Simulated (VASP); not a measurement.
# CdTe (F-43m) in VASP: notebook, part 2 of 2

VASP 6.6.1. The steps go on from the part before.

## 4. Single point, LDA

This run uses another cell than the first one, of 30.17 Å³/atom, 1.167 times its volume.

INCAR reads:

```
PREC     = Accurate       # precision mode
ENCUT    = 520            # plane-wave cutoff, eV
EDIFF    = 1E-6           # SCF threshold, eV
ISMEAR   = -1             # smearing method
SIGMA    = 0.05           # smearing width, eV
LREAL    = F              # projectors in reciprocal space
LASPH    = T              # aspherical terms in the spheres
NELM     = 80             # most SCF steps
ALGO     = Normal         # electronic algorithm
ISIF     = 2              # what is computed and relaxed
LWAVE    = F              # write WAVECAR
LCHARG   = F              # write CHGCAR
NBANDS   = 16             # bands
```

KPOINTS reads:

```
regular mesh
0
Gamma
  7 7 7
```

POSCAR reads:

```
CdTe
1.0
    0.0000000000      3.1130830538      3.1130830538
    3.1130830538      0.0000000000      3.1130830538
    3.1130830538      3.1130830538      0.0000000000
Te Cd
1 1
Direct
    0.7500000000      0.7500000000      0.7500000000
    0.0000000000      0.0000000000      0.0000000000
```

Potentials or basis: VASP PAW LDA potentials, release 64 (Te, Cd).

Launch:

```console
> cat potpaw_LDA.64/Te/POTCAR potpaw_LDA.64/Cd/POTCAR > POTCAR
> mpirun -np 1 vasp_std > vasp.out
```

OUTCAR:

```text
PREC = Accurate
   ENCUT = 520
   EDIFF = 1E-6
   ISMEAR = -1
   LREAL = F
   LASPH = T
   NELM = 80
   ISIF = 2

 ion  position               nearest neighbor table
   1  0.750  0.750  0.750-   2 2.70   2 2.70   2 2.70   2 2.70
   2  0.000  0.000  0.000-   1 2.70   1 2.70   1 2.70   1 2.70

  LATTYP: Found a face centered cubic cell.
 ALAT       =     6.2261661076

  Lattice vectors:

 A1 = (   0.0000000000,   3.1130830538,   3.1130830538)
 A2 = (   3.1130830538,   0.0000000000,   3.1130830538)
 A3 = (   3.1130830538,   3.1130830538,   0.0000000000)

Analysis of symmetry for initial positions (statically):
=====================================================================
 Subroutine PRICEL returns:
 Original cell was already a primitive cell.

 Routine SETGRP: Setting up the symmetry group for a
 face centered cubic supercell.

 Subroutine GETGRP returns: Found 24 space group operations
 (whereof 24 operations were pure point group operations)
 out of a pool of 48 trial point group operations.

The static configuration has the point symmetry T_d .

Analysis of symmetry for dynamics (positions and initial velocities):
=====================================================================
 Subroutine PRICEL returns:
 Original cell was already a primitive cell.

 Routine SETGRP: Setting up the symmetry group for a
 face centered cubic supercell.

 Subroutine GETGRP returns: Found 24 space group operations
 (whereof 24 operations were pure point group operations)
 out of a pool of 48 trial point group operations.

The dynamic configuration has the point symmetry T_d .

 Subroutine INISYM returns: Found 24 space group operations
 (whereof 24 operations are pure point group operations),
 and found     1 'primitive' translations

----------------------------------------------------------------------------------------

                                     Primitive cell

[... 102 lines left out ...]
   IALGO  =     38    algorithm
   IMIX   =      4    mixing-type and parameters
     AMIX     =   0.40;   BMIX     =  1.00
     AMIX_MAG =   1.60;   BMIX_MAG =  1.00
  volume/ion in A,a.u.               =      30.17       203.60
  Fermi-wavevector in a.u.,A,eV,Ry     =   1.093868  2.067111 16.280016  1.196547
  Thomas-Fermi vector in A             =   2.230162
   LORBIT       =      0    0 simple, 1 ext, 2 COOP (PROOUT), +10 PAW based schemes
   GGA     = CA    functional components
   LHFCALC =     F    Hartree Fock is set to
   AEXX    =    0.0000 exact exchange contribution
   IVDW    =     0    specifies the selected vdW correction
   LEPSILON=     F    determine dielectric tensor
   LRPA    =     F    only Hartree local field effects (RPA)
 non-spin polarized calculation
  energy-cutoff  :      520.00
  volume of cell :       60.34
 maximum number of plane-waves:      1641
 NGX is ok and might be reduce to    36
   NGX = 17   NGY = 17   NGZ = 17

 number of electron      18.0000001 magnetization

 Free energy of the ion-electron system (eV)
  ---------------------------------------------------
  ext. energy  EPLUGINS =         0.00000000
  ---------------------------------------------------
  free energy    TOTEN  =        -5.96021761 eV

  energy without entropy =       -5.96021660  energy(sigma->0) =       -5.96021710

 E-fermi :   3.8515     XC(G=0):  -9.4737

 val. band max:        3.3587493501   @ k =   0.0000   0.0000   0.0000
 cond. band min:       4.2864185580   @ k =   0.0000   0.0000   0.0000
 fundamental gap:      0.9276692079
 Fermi energy:         3.8515305243

 k-point     1 :       0.0000    0.0000    0.0000
  band No.  band energies     occupation
      1      -8.6514      2.00000
      2      -5.4395      2.00000
      3      -5.4395      2.00000
      4      -5.4395      2.00000
      5      -5.0750      2.00000
      6      -5.0750      2.00000
[... 357 lines left out ...]
      3      -5.2594      2.00000
      4      -5.1230      2.00000
      5      -5.0751      2.00000
      6      -4.3446      2.00000
[... 8 lines left out ...]
     15      13.7401      0.00000
     16      15.8039      0.00000

------------------------ aborting loop because EDIFF is reached ----------------------------------------

  FORCE on cell =-STRESS in cart. coord.  units (eV):
  Direction    XX          YY          ZZ          XY          YZ          ZX
  --------------------------------------------------------------------------------------
  -------------------------------------------------------------------------------------
  Total        2.0053738      2.0053738      2.0053738      0.0000000      0.0000000      0.0000000
  in kB       53.2480619     53.2480619     53.2480619      0.0000000      0.0000000      0.0000000
  external PRESSURE =      53.2480619 kB  Pullay stress =       0.0000000 kB

 VOLUME and BASIS-vectors are now :
 -----------------------------------------------------------------------------
  energy-cutoff  :      520.00
  volume of cell :       60.34
      direct lattice vectors                 reciprocal lattice vectors
     0.000000000  3.113083054  3.113083054    -0.160612483  0.160612483  0.160612483
     3.113083054  0.000000000  3.113083054     0.160612483 -0.160612483  0.160612483
     3.113083054  3.113083054  0.000000000     0.160612483  0.160612483 -0.160612483

 POSITION                                       TOTAL-FORCE (eV/Angst)
 -----------------------------------------------------------------------------------
      4.66962      4.66962      4.66962         0.000000      0.000000      0.000000
      0.00000      0.00000      0.00000        -0.000000     -0.000000     -0.000000
 -----------------------------------------------------------------------------------
    total drift:                               -0.000000     -0.000000     -0.000000

  FREE ENERGIE OF THE ION-ELECTRON SYSTEM (eV)
  ---------------------------------------------------
  free  energy   TOTEN  =        -5.9602176109 eV

  energy  without entropy=       -5.9602165972  energy(sigma->0) =       -5.96021710
```

stdout:

```text
POSCAR found type information on POSCAR TeCd
 POSCAR found :  2 types and       2 ions
 scaLAPACK will be used
 LDA part: xc-table for (Slater(with rela. corr.)+CA(PZ))
 , standard interpolation
 POSCAR, INCAR and KPOINTS ok, starting setup
 FFT: planning ... GRIDC
 FFT: planning ... GRID_SOFT
 FFT: planning ... GRID
 WAVECAR not read
 entering main loop
```

Run time: 29 s. Hardware: 1 thread of AMD EPYC 7R43 (Zen 3), shared host; peak memory 0.14 GiB.

Results:

| Property | Result |
| --- | --- |
| Free energy | -5.9602 eV |
| Pressure | 5.3 GPa |
| Band gap on the k mesh | 0.93 eV, direct |

Caveat: spin-orbit coupling is left out, which moves the levels of the heavy elements. A hybrid or GW would open this gap; LDA tends to underestimate it.

## 5. Single point, LDA

This run uses another cell than the first one, of 31.65 Å³/atom, 1.225 times its volume.

INCAR reads:

```
PREC = Accurate
ENCUT = 520
EDIFF = 1E-6
ISMEAR = -1
SIGMA = 0.05
LREAL = False
LASPH = True
NELM = 80
ALGO = Normal
ISIF = 2
LWAVE = False
LCHARG = False
NBANDS = 16
```

KPOINTS reads:

```
Automatic mesh
0
Gamma
  7 7 7
```

POSCAR reads:

```
CdTe
1.0
    0.0000000000      3.1631991673      3.1631991673
    3.1631991673      0.0000000000      3.1631991673
    3.1631991673      3.1631991673      0.0000000000
Te Cd
1 1
Direct
    0.7500000000      0.7500000000      0.7500000000
    0.0000000000      0.0000000000      0.0000000000
```

Launch:

```console
> cat potpaw_LDA.64/Te/POTCAR potpaw_LDA.64/Cd/POTCAR > POTCAR
> mpirun -np 1 vasp_std > vasp.out
```

Wall time 30 s (1 thread of AMD EPYC 7R43 (Zen 3), shared host); peak memory 0.14 GiB.

Results (log left out):

- Free energy: -6.0295 eV
- Pressure: 2.3 GPa
- Band gap on the k mesh: 0.78 eV, direct

Levels at points of the mesh, in eV from the valence-band top:
```
           k point  band 6  band 7  band 8  band 9  band 10  band 11  band 12  band 13
(0.00, 0.00, 0.00)   -8.25    0.00    0.00    0.00     0.78     4.44     4.44     4.44
```

Caveat: spin-orbit coupling is left out, which moves the levels of the heavy elements.

## 6. Single point, PBEsol+D3(BJ)

This run uses another cell than the first one, of 32.92 Å³/atom, 1.274 times its volume.

INCAR reads:

```
SYSTEM = CdTe
ALGO = Normal
EDIFF = 1E-7
ENCUT = 520
GGA = PS
ISIF = 2
ISMEAR = -1
IVDW = 12
LASPH = .TRUE.
LCHARG = .FALSE.
LREAL = .FALSE.
LWAVE = .FALSE.
NBANDS = 16
NELM = 80
PREC = Accurate
SIGMA = 0.05
```

KPOINTS reads:

```
k-points
0
G
  7 7 7
  0 0 0
```

POSCAR reads:

```
CdTe
1.0
    0.0000000000      3.2050000000      3.2050000000
    3.2050000000      0.0000000000      3.2050000000
    3.2050000000      3.2050000000      0.0000000000
Te Cd
1 1
Direct
    0.7500000000      0.7500000000      0.7500000000
    0.0000000000      0.0000000000      0.0000000000
```

Potentials or basis: VASP PAW PBE potentials, release 64 (Te, Cd).

Launch:

```console
> cat potpaw_PBE.64/Te/POTCAR potpaw_PBE.64/Cd/POTCAR > POTCAR
> mpirun -np 1 vasp_std > vasp.out
```

It took 35 s on 1 thread of AMD EPYC 7R43 (Zen 3), shared host; peak memory 0.18 GiB.

Results (log left out):

```
Free energy                : -6.1661 eV
Pressure                   : 0.2 GPa
Band gap on the k mesh     : 0.76 eV, direct
Dispersion energy per atom : -0.347 eV
```

Levels at points of the mesh, in eV from the valence-band top:
```csv
k point,band 6,band 7,band 8,band 9,band 10,band 11,band 12,band 13
"(0.00, 0.00, 0.00)",-8.09,0.00,0.00,0.00,0.76,4.52,4.52,4.52
```

Caveat: the PAW data sets were made with another functional, which shifts forces and pressure a little; spin-orbit coupling is left out, which moves the levels of the heavy elements.

## 7. Summary

| level | potentials or basis | cell | gap on the mesh (eV) | pressure (GPa) |
| --- | --- | --- | --- | --- |
| LDA | VASP PAW LDA potentials, release 64 (Te, Cd) | a = 4.181 Å, angles 60.0°, 2 atoms | 1.42 | 20.6 |
| LDA | VASP PAW LDA potentials, release 64 (Te, Cd) | a = 4.310 Å, angles 60.0°, 2 atoms | 1.13 | 10.5 |
| LDA | VASP PAW LDA potentials, release 64 (Te, Cd) | a = 4.403 Å, angles 60.0°, 2 atoms | 0.93 | 5.3 |
| LDA | VASP PAW LDA potentials, release 64 (Te, Cd) | a = 4.473 Å, angles 60.0°, 2 atoms | 0.78 | 2.3 |
| PBEsol+D3(BJ) | VASP PAW PBE potentials, release 64 (Te, Cd) | a = 4.533 Å, angles 60.0°, 2 atoms | 0.76 | 0.2 |

Alike in all rows: task single point; no spin polarisation; k mesh 7 × 7 × 7; cutoff (eV) 520; smearing fermi-dirac 0.05 eV.

Caveats: spin-orbit coupling is left out, which moves the levels of the heavy elements; the PAW data sets were made with another functional, which shifts forces and pressure a little (some runs).

Absolute energies hang on the potentials; compare differences alone.

## 8. Against experiment

Step 5. A measured gap of CdTe is 1.607 eV (0 K; a printed reference work, data compilation); the calculated 0.78 eV misses it by -0.83 eV. Spin-orbit coupling on Cd, Te is left out. The value is that of LDA, without temperature or zero-point motion. Semilocal functionals fall short of measured gaps as a rule.

Step 6. Measured gap of CdTe: 1.607 eV (0 K; a printed reference work, data compilation). This calculation gives 0.76 eV (-0.85 eV). Spin-orbit coupling on Cd, Te is left out. The value is that of PBEsol+D3(BJ), without temperature or zero-point motion. Semilocal functionals fall short of measured gaps as a rule.
